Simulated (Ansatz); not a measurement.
**Ni: levels along high-symmetry lines**

```xyz
1
Lattice="0.0000 1.7679 1.7679 1.7679 0.0000 1.7679 1.7679 1.7679 0.0000" Properties=species:S:1:pos:R:3 pbc="T T T"
Ni    0.0000    0.0000    0.0000
```

Conventional cell: a = 3.536 Å, b = 3.536 Å, c = 3.536 Å, α = 90.00°, β = 90.00°, γ = 90.00°. Ni (atom 1) is surrounded by 12 Ni at 2.50 Å.

The cell comes from COD entry 2100640, which wasn't checked; take it as a given geometry.

Theory: DFT, PBE, all-electron LAPW, scalar-relativistic in Ansatz 0.2.0.

Numerical set-up: a Γ-centred 20×20×20 k mesh, Fermi–Dirac smearing of 0.05 eV, basis error target 0.25 meV/atom, spin-polarised from start moments Ni 1.5 μB, ending with a cell moment of 0.64 μB.

Points in fractions of the reciprocal vectors of this cell: Γ (0, 0, 0), X (0.5, 0, 0.5), U (0.625, 0.25, 0.625), K (0.375, 0.375, 0.75), L (0.5, 0.5, 0.5), W (0.5, 0.25, 0.75). The path joins them by straight lines in the order Γ–X–U–K–Γ–L–W–X; legs that retrace an earlier one aren't tabulated. Energies are in eV from the Fermi level.

**Question.** Is there a gap?

**Answer.** none: bands cross the Fermi level, a metal.

**Question.** List the levels between -8 and 6 eV at the symmetry points.

**Answer.** 
Γ spin-up: -2.44 (×3), -1.26 (×2)
Γ spin-down: -1.65 (×3), -0.67 (×2)
X spin-up: -4.61, -4.17, -0.56, -0.51 (×2), 2.33
X spin-down: -4.27, -3.53, 0.06, 0.40 (×2), 2.27
U spin-up: -3.94, -3.70, -2.13, -1.11, -0.75, 5.57
U spin-down: -3.52, -3.14, -1.49, -0.52, 0.13, 5.78
K spin-up: -3.94, -3.70, -2.13, -1.11, -0.75, 5.57
K spin-down: -3.52, -3.14, -1.49, -0.52, 0.13, 5.78
L spin-up: -4.83, -2.41 (×2), -0.63 (×2), -0.37, 5.48
L spin-down: -4.39, -1.78 (×2), -0.44, 0.16 (×2), 5.92
W spin-up: -3.74, -3.07 (×2), -1.33, -0.50
W spin-down: -3.35, -2.44 (×2), -0.76, 0.40
